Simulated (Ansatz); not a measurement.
Runs of Ansatz 0.2.0 on Ta2N. Symmetry: P-3m1, No. 164, trigonal system. The conventional cell has a = 3.113 Å, b = 3.113 Å, c = 4.870 Å, α = 90.00°, β = 90.00°, γ = 120.00°. Around Ta (site symmetry 3m) lie 3 N at 2.18 Å. N (site symmetry -3m) is surrounded by 6 Ta at 2.18 Å. The cell comes from a database or a generator and needn't be the stable form of this composition.

```tsv
task	level	spin	k mesh	cutoff (eV)	atoms under strain	points for each segment of the path	gap on the mesh (eV)	pressure (GPa)	V0 of scaled cells (Å³/atom)	B0 (GPa)	largest force (eV/Å)
elastic constants	PBEsol	off	8 × 8 × 6	420	relaxed	-	none	-7.9	-	-	-
phonons	PBEsol	off	8 × 8 × 6	420	-	-	none	-	-	-	-
band structure	PBE	off	10 × 10 × 6	420	-	14	none	-1.3	-	-	(b)
equation of state	PBE	off	10 × 10 × 6	420	-	-	-	-	13.56	281	-
band structure	PBEsol	SOC, no magnetisation	10 × 10 × 6	420	-	14	none	(a)	-	-	0.31
equation of state	r2SCAN	off	10 × 10 × 6	500	-	-	-	-	13.37	299	-
```

Alike in all rows: potentials or basis Ansatz PAW; cell as given; smearing fermi-dirac 0.05 eV.

Fill in the values left out.

(a) -9.5; (b) 0.02.

Caveats: the PAW data sets come from PBE, with cores solved anew for the run's functional, which leaves a small shift of forces and pressure (some runs); the cell was scaled at fixed shape and fractional positions, which overstates the stiffness of a crystal with free parameters, most of all of layers and chains (some runs); the cell is more than 3 GPa from zero pressure, which shifts response properties (some runs); elastic constants of metals need much finer meshes, so these are rough (some runs); spin-orbit coupling is left out, which moves the levels of the heavy elements (some runs); the PAW data sets were made with another functional, which shifts forces and pressure a little (some runs).

A k mesh can miss the band edges, and rows without SOC leave out spin-orbit coupling on Ta.

A gap of «none» marks a metal or a gap under the smearing width.
